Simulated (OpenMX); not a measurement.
B:

```xyz
1
Lattice="1.8852 0.0000 0.0000 0.0000 1.8852 0.0000 0.0000 0.0000 1.8852" Properties=species:S:1:pos:R:3 pbc="T T T"
B     0.9426    0.9426    0.9426
```

The cell was built by a generator and needn't be a form met in nature.

Base run:

```yaml
Program: OpenMX 3.8.5
Functional: PBE
Dispersion: D3
Potentials_or_basis: OpenMX 2013 PBE set, B7.0-s2p2d1, grid cutoff 300 Ry
k_mesh: 11 × 11 × 11
Occupations: fermi-dirac, width 0.05 eV
Spin: no spin polarisation
```

Its results: band gap on the k mesh none (metal or under the smearing width); pressure -2.9 GPa.

Task: The run is repeated on the same cell with these changes: dispersion from D3 to D3(BJ). What comes out?

Result: Band gap on the k mesh none (metal or under the smearing width); pressure -5.5 GPa.

Caveats: the basis of atomic orbitals isn't converged, which shifts pressures, moduli and gaps; pairwise dispersion overbinds metals, which lowers pressure and volume.
